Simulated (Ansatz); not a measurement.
# Sb (P-1) in Ansatz: reference runs

How does Sb come out in PBE? The cell is run as given.

Program: Ansatz 0.2.0. These are calculated values, not measurements. Logs are shortened: lines on timing, memory, paths and dates and some standing lists are left out, and cuts for length are marked.

## Step 1: The cell of the first run

The typed cell holds 2 atoms: a = 3.353 Å, b = 3.353 Å, c = 5.808 Å, α = 73.22°, β = 73.22°, γ = 60.00°.

## Step 2: Single point, PBE (all atoms moved at random, sigma 0.25 Å a component)

Input file input.yaml:

```yaml
crystal:
  lattice:
    - [0.0, -2.37124252, -2.37124252]
    - [-2.37124252, 0.0, -2.37124252]
    - [2.37124252, 2.37124252, -4.74248504]
  atoms:
    - { symbol: Sb, position: [0.48982044, 0.45773603, 0.56014569] }
    - { symbol: Sb, position: [0.01017956, 0.04226397, 0.93985431] }
kpoints:
  mp_grid: { grid: [9, 9, 5] }
scf:
  occupations: { method: fermi_dirac, width: 0.05 }
hamiltonian:
  xc: pbe
  pseudopotentials: { kind: all_electron, lapw: { basis_error: 0.001 } }
output:
  forces: true
  stress: true
  eigenvalues: true
  populations: true
```

Potentials or basis: all-electron LAPW, scalar-relativistic.

Launch:

```console
$ ansatz run input.yaml --threads 2 --pin off --max-ram 6144MiB --backend cpu --events-out ev --progress --plain --runs-dir out
```

The log of the run:

```text
Warning: RAYON_NUM_THREADS=2 ignored (pool sized by the plan → 2); use --threads N
Sb: projections on atomic orbitals take those of the free atom 1s2 2s2 2p6 3s2 3p6 3d10 4s2 4p6 4d10 5s2 5p3, of charge +0.00 (hamiltonian.pseudopotentials.projection_atoms)
LAPW: plane waves up to 8.176 Å⁻¹, error target 1.0e-3 eV per atom; small_component_spin mean_spin; Sb in spheres of 1.397 Å, 23 of its electrons in bands, Dirac shells [] (how accurate: hamiltonian.pseudopotentials.lapw.basis_error, Limitations)
Engine: ansatz 0.2.0, aarch64-unknown-linux-gnu
Pseudopotentials: kind: all_electron
Pseudopotential: Sb, LAPW, valence charge 23, lapw/all_electron/scalar/gaussian/Sb, Koelling and Harmon's equation, gaussian nucleus
Functional definition: PBE
  parameter kappa = 0.804
  parameter beta = 0.06672455060314922
  exchange = pbe_x(kappa = kappa, mu = beta*pi^2/3)
  correlation = pbe_c(beta = beta)
Crystal: 2 atoms, lattice volume = 53.332 Å³
Basis set: ecut = 254.65509906574528 eV, 501 PW (Γ), exchange–correlation at level 2
Bands: 28, of which v1, the nominal top of the filled ones, is band 23 counted from 1 (22 counted from 0)
Symmetry: 2 space group operations
Space group: P-1 (ITA 2), of the structure as read, at distance tolerance 3.8e-5 Å
k-points: 203 of 405
Non-local potential: Sb, projectors of the file, none
Initial density: superposition of atomic densities (chi_scale 0.1, normalization cell)
Initial wavefunctions: plane waves of lowest kinetic energy (no species holds an atomic orbital)
Functional: x = pbe(κ = 0.804, μ = 0.2195149727645171), c = pbe(β = 0.06672455060314922)
iter 1 solved again at ethr=2.52e-4 eV; its pass at ethr=1.00e-1 eV (dr2=1.16e-1 eV) is discarded
SCF iter   1: F=—  HF=-352735.403177 eV  |F-HF|=—  |Δ(HF+E_count)|=         —  Δρ=9.73e-3  dr2=1.17e-1  ethr=2.52e-4  ⟨swp⟩=3.0  Hψ=37361  notcnv=0
preconditioner: auto → LDOS  [metal: Δε(μ)=0.008 eV  Ē_g=9.945 eV  σ=0.050 eV  W_gap=0.04  n_scr=22 (ndim 8)  ℏωp=16.1 eV  f_vac=0.015  D(μ)=1.26/eV (n_scr^D=2)  β→1.0]
SCF iter   2: F=—  HF=-352735.381939 eV  |F-HF|=—  |Δ(HF+E_count)|=   2.12e-2  Δρ=4.88e-3  dr2=1.84e-2  ethr=2.52e-4  ⟨swp⟩=3.0  Hψ=17637  notcnv=0
SCF iter   3: F=—  HF=-352735.375820 eV  |F-HF|=—  |Δ(HF+E_count)|=   6.12e-3  Δρ=1.58e-3  dr2=5.53e-3  ethr=4.00e-5  ⟨swp⟩=3.0  Hψ=17514  notcnv=0
iter 4 solved again at ethr=7.17e-7 eV; its pass at ethr=1.20e-5 eV (dr2=3.30e-4 eV) is discarded
SCF iter   4: F=—  HF=-352735.373523 eV  |F-HF|=—  |Δ(HF+E_count)|=         —  Δρ=4.22e-4  dr2=3.33e-4  ethr=7.17e-7  ⟨swp⟩=2.0  Hψ=27338  notcnv=0
the basis was enlarged: its passes take 148.3 KiB over the memory plan, 2 of 2 planned eigensolver slots
SCF iter   5: F=—  HF=-352735.373412 eV  |F-HF|=—  |Δ(HF+E_count)|=   1.11e-4  Δρ=1.20e-4  dr2=3.23e-5  ethr=7.17e-7  ⟨swp⟩=2.0  Hψ=15704  notcnv=0
SCF iter   6: F=—  HF=-352735.373403 eV  |F-HF|=—  |Δ(HF+E_count)|=   9.22e-6  Δρ=3.74e-5  dr2=1.35e-6  ethr=7.02e-8  ⟨swp⟩=2.0  Hψ=15713  notcnv=0
SCF iter   7: F=—  HF=-352735.373403 eV  |F-HF|=—  |Δ(HF+E_count)|=   5.36e-7  Δρ=1.12e-5  dr2=1.07e-7  ethr=2.94e-9  ⟨swp⟩=3.0  Hψ=16127  notcnv=0
SCF iter   8: F=-352735.373404 eV  HF=-352735.373404 eV  |F-HF|=1.22e-9  |Δ(HF+E_count)|=   5.30e-8  Δρ=1.14e-6  dr2=4.98e-10  ethr=2.32e-10  ⟨swp⟩=3.0  Hψ=16780  notcnv=0
SCF 1 converged in 8 iterations: F = -352735.373404 eV  dr2 = 4.98e-10
SCF converged after 8 iterations
Free energy (F): -352735.373404 eV
Harris-Foulkes:  -352735.373404 eV  (|F-HF|=1.22e-9)
Internal energy: -352735.363382 eV  (E = F + TS)
E sigma→0 (E₀):  -352735.368393 eV
Entropy (-TS):   -0.010021 eV (-5.011 meV/atom)
Fermi energy:    14.865598 eV
--- Per-component energies (eV) ---
  E_band       = -1708.884184
  E_kinetic    = 371754.070371
  E_xc         = -9289.710216
  E_electrostatic = -715199.723538  (all electrons and nuclei)
  E_smearing   = -0.010021  (= −TS)
  E_closure    = 0.000000  (closes the sum)
  E_atoms      = -352728.128962  (free atoms, spherical and without spin; not in F)
  Σ components = -352735.373404   (vs F -352735.373404, Δ=0.00e0)
  Basis errors (estimates in eV, not in F): energy 4.0e-4 per atom: plane waves 3.7e-4 (2.0e-4 summed), levels above the bands 1.8e-66, relativity 2.0e-8, radial functions 3.1e-5, core shells 1.5e-8; eigenvalues (radial functions only) 4.0e-7; not estimated: angular momenta, meshes, grids; target (lapw.basis_error) 1.0e-3; muffin-tin radii Sb 1.397 Å
--- Forces (eV/Å), atoms counted from 1 ---
  atom   1  Sb    -1.31959551    -1.01509964     0.99952146
  atom   2  Sb     1.31959551     1.01509964    -0.99952146
  max |Σ_I F_I| component: 0.00e0 eV/Å
--- Stress (GPa, compression-positive) ---
       13.273309       0.746675      -0.544075
        0.746675      12.773349       2.019472
       -0.544075       2.019472      12.894739
  P = ⅓ Tr σ = 12.9805 GPa (129.805 kbar)
--- Band table (eV; the first three rows and the last of 203) ---
  k-point 0: bands = ["-129.6921", "-129.6910", "-82.6768", "-82.6724", "-82.6691", "-82.6673", "-82.6584", "-82.6487", "-14.6457", "-14.6107", "-14.5767", "-14.5592", "-14.5475", "-14.4726", "-14.4712", "-14.4511", "-14.3805", "-14.3499", "0.7838", "6.0317", "9.5609", "17.3905", "17.8470", "19.6473", "20.2299", "20.8892", "22.7138", "23.4612"]
  k-point 1: bands = ["-129.6921", "-129.6910", "-82.6768", "-82.6724", "-82.6691", "-82.6673", "-82.6584", "-82.6487", "-14.6446", "-14.6096", "-14.5774", "-14.5588", "-14.5480", "-14.4730", "-14.4694", "-14.4511", "-14.3819", "-14.3511", "0.8612", "5.4614", "10.5927", "17.4193", "17.8982", "19.4204", "19.5998", "20.1129", "21.7322", "23.4657"]
  k-point 2: bands = ["-129.6921", "-129.6910", "-82.6768", "-82.6724", "-82.6691", "-82.6673", "-82.6584", "-82.6487", "-14.6428", "-14.6078", "-14.5786", "-14.5581", "-14.5487", "-14.4737", "-14.4666", "-14.4511", "-14.3842", "-14.3529", "1.0031", "4.7753", "12.5203", "16.8379", "17.4693", "18.0025", "19.3213", "19.9306", "21.5280", "23.3837"]
  k-point 202: bands = ["-129.6916", "-129.6914", "-82.6766", "-82.6757", "-82.6699", "-82.6676", "-82.6534", "-82.6522", "-14.6337", "-14.6160", "-14.5644", "-14.5402", "-14.4808", "-14.4700", "-14.4479", "-14.4153", "-14.4001", "-14.3641", "4.9344", "6.0736", "10.0171", "11.4261", "13.0493", "14.3108", "16.2914", "17.1446", "20.4371", "22.9690"]
--- Löwdin populations: 2 sites ---
  site symbol       q [e]
     0     Sb     50.9312
     1     Sb     50.9312
  spilling = 0.001350 (of n_electrons = 102.000000)
```

populations.tsv:

```text
# site	symbol	l	j	q
# orbitals = lowdin
# n_electrons = 102.000000
# spilling = 0.001350
# projection_atom_Sb: 1s2 2s2 2p6 3s2 3p6 3d10 4s2 4p6 4d10 5s2 5p3
0	Sb	0_1S	-	2.000000
0	Sb	0_2S	-	1.999980
0	Sb	0_3S	-	1.999694
0	Sb	0_4S	-	1.995892
0	Sb	0_5S	-	1.834998
0	Sb	1_2P	-	6.000000
0	Sb	1_3P	-	5.999977
0	Sb	1_4P	-	5.997553
0	Sb	1_5P	-	3.105715
0	Sb	2_3D	-	10.000000
0	Sb	2_4D	-	9.997364
1	Sb	0_1S	-	2.000000
1	Sb	0_2S	-	1.999980
1	Sb	0_3S	-	1.999694
1	Sb	0_4S	-	1.995892
1	Sb	0_5S	-	1.834998
1	Sb	1_2P	-	6.000000
1	Sb	1_3P	-	5.999977
1	Sb	1_4P	-	5.997553
1	Sb	1_5P	-	3.105715
1	Sb	2_3D	-	10.000000
1	Sb	2_4D	-	9.997364
```

Wall time 31 s (2 threads of Arm Neoverse V1, shared host); peak memory 0.68 GiB.

What came out:

```yaml
Free_energy: -352735.3734 eV
Pressure: 13.0 GPa
Largest_force: 1.942 eV/Å
Band_gap_on_the_k_mesh: none (metal or under the smearing width)
```

Forces on the atoms (eV/Å):
```
Sb  -1.320 -1.015  1.000
Sb   1.320  1.015 -1.000
```

Caveat: forces of over 1 eV/Å show positions far from the minimum, so gaps and moduli don't describe the material at rest. The run has no spin-orbit coupling, so splittings on Sb are missing.
